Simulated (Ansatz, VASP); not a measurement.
CdTe: VASP beside Ansatz

```xyz
2
Lattice="0.0000 3.2821 3.2821 3.2821 0.0000 3.2821 3.2821 3.2821 0.0000" Properties=species:S:1:pos:R:3 pbc="T T T"
Cd    0.0000    0.0000    0.0000
Te    4.9232    4.9232    4.9232
```

The cell is a database's computed one.

Alike in both runs: task single point; functional PBEsol; k mesh 6 × 6 × 6; occupations gaussian, width 0.1 eV; no spin polarisation.

|  | VASP | Ansatz |
| --- | --- | --- |
| version | VASP 6.6.1 | Ansatz 0.2.0 |
| potentials or method | VASP PAW PBE potentials, release 64 (Cd, Te) | scalar-relativistic, plane waves, PAW |
| plane-wave cutoff (eV) | 520 | 420 |
| valence electrons in the cell | 18 | 36 |

Ansatz gave:

* gap on the k mesh at the Fermi level (eV): 0.55
* least direct gap on the mesh (eV): 0.55
* pressure (GPa): -1.3

Problem. What did VASP give for the same quantities?

Solution. gap on the k mesh at the Fermi level (eV): 0.55; least direct gap on the mesh (eV): 0.55; pressure (GPa): -1.2.

The two sets of potentials don't hold the same shells in valence.

Caveats: the PAW data sets were made with another functional, which shifts forces and pressure a little (VASP); spin-orbit coupling is left out, which moves the levels of the heavy elements. PBEsol gaps usually lie below the measured ones, often by a third to a half.
